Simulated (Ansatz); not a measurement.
**PtSb: how the axes shrink under pressure**

PtSb, P6_3/mmc, a = 4.171 Å, c = 5.468 Å. The structure is a COD entry; whether it is the stable form wasn't checked. Ansatz: PBEsol, PAW, 420 eV, Γ-centred 12×12×8 mesh on 4 atoms, Gaussian smearing 0.10 eV; no spin polarisation. Cell and atoms are relaxed at each pressure, and no other structure is tried, so the rows at high pressure may lie past a change of phase. y = 100 ln(c/c0) with c0 = 5.4685 Å, so nearly a change in per cent. The pressures are the targets, met within 0.05 GPa.

```tsv
P (GPa)	y	100 ln(a/a0)
-1.0	?	?
0.0	0.00	0.00
1.0	-0.17	-0.27
4.0	-0.64	-1.02
12.0	-1.73	-2.68
25.0	-3.12	-4.85
50.0	-4.93	-8.01
90.0	-7.15	-11.41
```

Problem. Fit y = c1 P + c2 P² to the other rows, give the linear compressibility along c, and predict the missing y.

Solution. Least squares on the rows shown. y = −0.1342 P + 0.0006155 P². The linear compressibility along c is −c1/100 = 1.34 per TPa, against 2.14 along a from the same fit to the last column (its missing entry is 0.27): the crystal is softer along a at low pressure. The runs next to zero pressure give 1.76 and 2.67, so a parabola over the whole range misstates the start. With a term in P³ added, the coefficient of P becomes -0.1634, 22 % more, which shows how far this figure hangs on the form. At P = -1.0 the fit asked for gives 0.13. The run gave 0.18, so the fit is 0.05 too low, within the rms miss on the fitted rows (0.15): the form describes this series only roughly.

Spin–orbit coupling is left out, which can shift energies with elements as heavy as these.